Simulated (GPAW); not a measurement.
# InAs (F-43m) in GPAW: notebook, part 2 of 2

GPAW 26.7.0.

## Step 4: Band structure, rSCAN, spin-orbit coupling, no magnetisation

run.py

```python
import numpy as np
from ase.dft.bandgap import bandgap
from ase.io import read, write
from ase.units import GPa
from gpaw import GPAW, PW
from gpaw.spinorbit import soc_eigenstates

atoms = read('POSCAR')

calc = GPAW(mode=PW(600),
            xc='MGGA_X_RSCAN+MGGA_C_RSCAN',
            kpts={'size': (6, 6, 6), 'gamma': True},
            occupations={'name': 'fermi-dirac', 'width': 0.05},
            nbands=18,
            convergence={'density': 1e-05, 'energy': 1e-05},
            maxiter=150,
            txt='gpaw.txt')
atoms.calc = calc
energy = atoms.get_potential_energy()
forces = atoms.get_forces()
stress = atoms.get_stress()
calc.write('gs.gpw')
write('result.traj', atoms)
print(f'Energy: {energy:.6f} eV')
print('Forces (eV/A):')
print(forces.round(4))
print('Stress (GPa):', (stress / GPa).round(3))
print('Fermi level:', round(calc.get_fermi_level(), 4), 'eV')
print(f'Gap: {bandgap(calc)[0]:.4f} eV, direct: {bandgap(calc, direct=True)[0]:.4f} eV')

path = atoms.cell.bandpath('GXWKGLUWLK,UX', npoints=60, eps=1e-4)
bs_calc = calc.fixed_density(kpts=path, symmetry='off', nbands=30,
                             convergence={'bands': 'CBM+6.0', 'eigenstates': 1e-6}, txt='bands.txt')
bs = bs_calc.band_structure()
bs.write('bs.json')
print(f'Gap on the path: {bandgap(bs_calc)[0]:.4f} eV')

soc = soc_eigenstates(bs_calc, theta=0, phi=0, ignore_xc_potential=True)
np.savetxt('soc_bands.dat', soc.eigenvalues(), fmt='%.4f')
mesh = soc_eigenstates('gs.gpw', theta=0, phi=0, ignore_xc_potential=True)
np.savetxt('soc_mesh.dat', mesh.eigenvalues(), fmt='%.4f')
print('Fermi level with spin-orbit coupling:', round(mesh.fermi_level, 4), 'eV')
```

POSCAR

```
InAs
1.0
    0.0000000000      3.0180000000      3.0180000000
    3.0180000000      0.0000000000      3.0180000000
    3.0180000000      3.0180000000      0.0000000000
In As
1 1
Direct
    0.0000000000      0.0000000000      0.0000000000
    0.7500000000      0.7500000000      0.7500000000
```

Potentials or basis: GPAW PAW data sets (gpaw-data 1.2.1), pw.

Run with:

```sh
$ OMP_NUM_THREADS=1 python run.py
```

gpaw.txt:

```text
__  _  _
 | _ |_)|_||  |
 |__||  | ||/\| - 26.7.0

Input parameters:
  mode=PW(ecut=600.0),
  convergence={'density': 1e-05, 'energy': 1e-05},
  kpts=MonkhorstPack(size=(6, 6, 6), gamma=True),
  maxiter=150,
  nbands=18,
  occupations=Occupations(name='fermi-dirac', width=0.05),
  xc=XC(name='MGGA_X_RSCAN+MGGA_C_RSCAN')

Diagonalizing LCAO Hamiltonian
Converting LCAO to pw mode

                     As

       In

Atoms  # Å, Bohr magnetons
|   | symbol |        x |        y |        z |    initial magnetic moments |
|---|--------|----------|----------|----------|-----------------------------|
| 0 |     In | 0.000000 | 0.000000 | 0.000000 | ( 0.0000,  0.0000,  0.0000) |
| 1 |     As | 4.527000 | 4.527000 | 4.527000 | ( 0.0000,  0.0000,  0.0000) |

Unit cell  # Å
| periodic |        x |        y |        z |  lengths |    angles |
|----------|----------|----------|----------|----------|-----------|
|      yes | 0.000000 | 3.018000 | 3.018000 | 4.268097 | 60.000000 |
|      yes | 3.018000 | 0.000000 | 3.018000 | 4.268097 | 60.000000 |
|      yes | 3.018000 | 3.018000 | 0.000000 | 4.268097 | 60.000000 |

[... 180 lines left out ...]

Energy contributions:
  Kinetic:          35.969709
  Coulomb:         -32.746792
  Zero:              0.055040
  External:          0.000000
  Xc:              -61.864867
  Entropy:          -0.000468
  Spinorbit:         0.000000
  ----------------------------
  Free energy:     -58.587378
  Extrapolated:    -58.587145

dipole moment: (-17.040306, -17.040306, -17.040306)  # |e|*Ang

Fermi level: 4.788
Eigenvalues  # (at kpt = [0.000, 0.000, 0.000])
| band index |      eig [eV] | occ [0-2] |
|------------|---------------|-----------|
|          0 |       -10.190 |     2.000 |
|          1 |       -10.190 |     2.000 |
|          2 |       -10.190 |     2.000 |
|          3 |       -10.040 |     2.000 |
|          4 |       -10.040 |     2.000 |
|          5 |        -7.695 |     2.000 |
[... 10 lines left out ...]
|         16 |        15.762 |     0.000 |
|         17 |        15.762 |     0.000 |

Gap: 0.237 eV
Transition (v -> c):
  (s=0, k=0, n=8, [0.00, 0.00, 0.00]) -> (s=0, k=0, n=9, [0.00, 0.00, 0.00])
No difference between direct/indirect transitions

Forces  # eV/Ang
|       x |        y |       z |
|---------|----------|---------|
| 0.00000 | -0.00000 | 0.00000 |  # In   0
| 0.00000 |  0.00000 | 0.00000 |  # As   1

Stress tensor  # eV/Ang^3
|         x |         y |         z |
|-----------|-----------|-----------|
| -0.012708 |  0.000000 |  0.000000 |
|  0.000000 | -0.012708 |  0.000000 |
|  0.000000 |  0.000000 | -0.012708 |

# Writing to gs.gpw (mode='')
```

stdout:

```text
Energy: -58.587145 eV
Forces (eV/A):
[[ 0. -0.  0.]
 [ 0.  0.  0.]]
Stress (GPa): [-2.036 -2.036 -2.036  0.     0.     0.   ]
Fermi level: 4.7879 eV
Gap: 0.2372 eV, direct: 0.2372 eV
Gap on the path: 0.2372 eV
Fermi level with spin-orbit coupling: 4.8389 eV
```

It took 75 s on 1 thread of Intel Xeon Platinum 8488C (Sapphire Rapids), shared host; peak memory 0.4 GiB.

What came out:

| Property | Result |
| --- | --- |
| Free energy | -58.5874 eV |
| Pressure | 2.0 GPa |
| Band gap on the k mesh | 0.12 eV, direct |
| Band gap along the path | 0.12 eV, direct |

Levels at the corners of the path, in eV from the valence-band top:
| point | band 14 | band 15 | band 16 | band 17 | band 18 | band 19 | band 20 | band 21 | band 22 | band 23 |
| --- | --- | --- | --- | --- | --- | --- | --- | --- | --- | --- |
| Γ | -0.35 | 0.00 | 0.00 | 0.00 | 0.00 | 0.12 | 0.12 | 3.79 | 3.79 | 4.29 |
| X | -6.09 | -2.55 | -2.55 | -2.54 | -2.54 | 1.68 | 1.68 | 2.23 | 2.23 | 9.67 |
| W | -5.90 | -3.24 | -3.16 | -3.13 | -3.03 | 4.37 | 4.47 | 4.52 | 4.57 | 5.21 |
| K | -5.92 | -3.52 | -3.51 | -2.15 | -2.15 | 2.28 | 2.28 | 4.49 | 4.54 | 7.61 |
| Γ | -0.35 | 0.00 | 0.00 | 0.00 | 0.00 | 0.12 | 0.12 | 3.79 | 3.79 | 4.29 |
| L | -6.04 | -1.28 | -1.28 | -1.02 | -1.02 | 1.19 | 1.19 | 4.81 | 4.81 | 5.01 |
| U | -5.92 | -3.52 | -3.51 | -2.15 | -2.15 | 2.28 | 2.28 | 4.49 | 4.54 | 7.61 |
| W | -5.90 | -3.24 | -3.16 | -3.13 | -3.03 | 4.37 | 4.47 | 4.52 | 4.57 | 5.21 |
| L | -6.04 | -1.28 | -1.28 | -1.02 | -1.02 | 1.19 | 1.19 | 4.81 | 4.81 | 5.01 |
| K | -5.92 | -3.52 | -3.51 | -2.15 | -2.15 | 2.28 | 2.28 | 4.49 | 4.54 | 7.61 |
| U | -5.92 | -3.52 | -3.51 | -2.15 | -2.15 | 2.28 | 2.28 | 4.49 | 4.54 | 7.61 |
| X | -6.09 | -2.55 | -2.55 | -2.54 | -2.54 | 1.68 | 1.68 | 2.23 | 2.23 | 9.67 |

Caveat: spin-orbit coupling was added after a scalar SCF, so levels and gaps hold it while energy, forces, pressure and moments don't; this program's spin-orbit splittings come out too wide for heavy elements; the PAW data sets were made with another functional, which shifts forces and pressure a little.

## Step 5: The runs side by side

| level | spin | band points | spin axis theta (degrees) | spin axis phi (degrees) | pressure (GPa) |
| --- | --- | --- | --- | --- | --- |
| PBE | off | 80 | - | - | 4.1 |
| PBE | SOC, no magnetisation | 80 | 54.7 | 45 | 4.1 |
| rSCAN | SOC, no magnetisation | 60 | 0 | 0 | 2.0 |

Alike in all rows: task band structure; potentials or basis GPAW PAW data sets (gpaw-data 1.2.1), pw; cell as given; k mesh 6 × 6 × 6; cutoff (eV) 600; smearing fermi-dirac 0.05 eV.

The pressure there spans 2.0 GPa (rSCAN) to 4.1 GPa (PBE); a positive pressure means that this level wants a larger cell, a negative one a smaller.

Caveats: spin-orbit coupling was added after a scalar SCF, so levels and gaps hold it while energy, forces, pressure and moments don't (some runs); this program's spin-orbit splittings come out too wide for heavy elements (some runs); spin-orbit coupling is left out, which moves the levels of the heavy elements (some runs); the PAW data sets were made with another functional, which shifts forces and pressure a little (some runs).

Absolute energies hang on the potentials; compare differences alone.

## Step 6: Against experiment

Step 2. Measured gap of InAs: 0.418 eV (direct; 4.2 K; a printed reference work, data compilation). This calculation gives 0.00 eV (-0.42 eV). Spin-orbit coupling on As, In is left out. The value is that of PBE, without temperature or zero-point motion. Semilocal functionals fall short of measured gaps as a rule.

Step 3. A measured gap of InAs is 0.418 eV (direct; 4.2 K; a printed reference work, data compilation); the calculated 0.00 eV misses it by -0.42 eV. The value is that of PBE, without temperature or zero-point motion. Semilocal functionals fall short of measured gaps as a rule.

Step 4. A measured gap of InAs is 0.418 eV (direct; 4.2 K; a printed reference work, data compilation); the calculated 0.12 eV misses it by -0.30 eV. The value is that of rSCAN, without temperature or zero-point motion.
